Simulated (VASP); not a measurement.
Data:

```
SrF2
1.0
    0.00000     2.83850     2.83850
    2.83850     0.00000     2.83850
    2.83850     2.83850     0.00000
Sr F
1 2
Direct
  0.00000   0.00000   0.00000
  0.25000   0.25000   0.25000
  0.75000   0.75000   0.75000
```

Calculation: LDA (Ceperley-Alder, Perdew-Zunger), VASP's LDA PAW potentials (set 64) (plane waves; VASP). Numerical set-up: 520 eV cut-off, 8×8×8 Γ-centred mesh, tetrahedra with Blöchl corrections, potentials Sr_sv F.

**Question.** Estimate the energy per atom (σ→0), band gap (on the k-mesh) with the smallest direct gap where there is one.

**Answer.** 
The band gap (on the k-mesh) is 6.89 eV, the smallest direct gap (on the k-mesh) comes out as 6.99 eV and the energy per atom (σ→0) comes out as -6.211 eV/atom.

Only differences to runs with the same potentials and settings are physical.

The compound is SrF2 in the fluorite structure. It was relaxed first, which changed the volume by -6 %.
